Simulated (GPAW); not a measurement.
Crystal: BaZrO3.

```
CELL_PARAMETERS angstrom
4.19134 0.00000 0.00000
0.00000 4.19134 0.00000
0.00000 0.00000 4.19134
ATOMIC_POSITIONS crystal
Ba 0.00000 0.00000 0.00000
Zr 0.50000 0.50000 0.50000
O 0.50000 0.50000 0.00000
O 0.50000 0.00000 0.50000
O 0.00000 0.50000 0.50000
```

Base run:

* Program: GPAW 26.7.0
* Functional: TB-mBJ
* Potentials or basis: GPAW PAW data sets for LDA (gpaw-data 1.2.1)
* Cutoff: 800 eV
* Basis: pw
* k mesh: 6 × 6 × 6
* Occupations: fermi-dirac, width 0.05 eV
* Spin: no spin polarisation

Its results: band gap on the k mesh 4.15 eV, indirect (least direct gap 4.44 eV).

The run is repeated on the same cell with these changes: functional from TB-mBJ to LDA; potentials or basis from GPAW PAW data sets for LDA (gpaw-data 1.2.1) to the program's PAW data sets (release 1.2.1) made for this functional. What comes out?

Band gap on the k mesh 3.09 eV, indirect (least direct gap 3.31 eV).

Caveats: spin-orbit coupling is left out, which moves the levels of the heavy elements; a model potential gives levels but no total energy (some runs).
